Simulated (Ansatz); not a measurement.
**Levels of theory for F (C2/c)**

All numbers come from Ansatz. The values are computed, spin-unpolarised, and not measurements.

Structure: a 4-atom cell of F (C2/c) from a materials database, at its r2SCAN+rVV10 minimum. It is monoclinic, C2/c (No. 15); conventional cell a = 4.946 Å, b = 3.231 Å, c = 6.535 Å, β = 90.4°, 13.05 Å³ an atom. F is surrounded by 1 F at 1.40 Å.

Band edges at fixed r2SCAN+rVV10 geometry:
```tsv
level	k mesh	gap (eV)	kind	edges	least direct gap (eV)	rough cost
LDA	10×10×4	2.70	direct	A–Γ (0.99)	2.70	4 core-seconds
PBE	10×10×4	2.95	direct	Γ	2.95	6 core-seconds
r2SCAN	10×10×4	3.81	direct	Γ	3.81	9 core-seconds
r2SCANh	6×6×4	5.30	direct	Γ	5.30	3 core-minutes
HSE06	6×6×4	6.16	direct	Γ	6.16	110 core-seconds
DDH-PBE0	6×6×4	10.95	direct	Γ	10.95	5 core-minutes
PBE0	6×6×4	6.97	direct	Γ	6.97	110 core-seconds
r2SCAN0	6×6×4	7.55	direct	Γ	7.55	4 core-minutes
```
PBE: smearing of 0.02 eV; the others have fixed occupations.
Wave cutoffs: 420 eV, 500 eV (r2SCAN, r2SCANh, r2SCAN0).
Points off the special ones are mesh points or PBE's searched band edges, reused at the other levels.
Costs come from shared machines and give only the order; PBE's includes the band path. The runs had 2 threads of AMD EPYC 7R43 64-Core Processor (Zen 3), on a shared host.

The HSE06 gap is direct at Γ: 6.16 eV.

r2SCAN covers 27 % of the step from PBE to HSE06, while HSE06 needs about 12 times r2SCAN's cost (on a coarser mesh). Among these functionals the gap stays direct.

r2SCAN (ground state on 8×8×4): The clamped-ion dielectric constant comes out as a tensor with principal values 1.56, 1.74, 2.35. Born charges, averaged over directions: F 0.00 e. PBE (ground state on 8×8×4): The clamped-ion dielectric constant comes out as a tensor with principal values 1.61, 1.85, 2.60. Born charges, averaged over directions: F 0.00 e.

The meshes of the hybrids are coarse, so their gaps aren't converged to the digits shown.
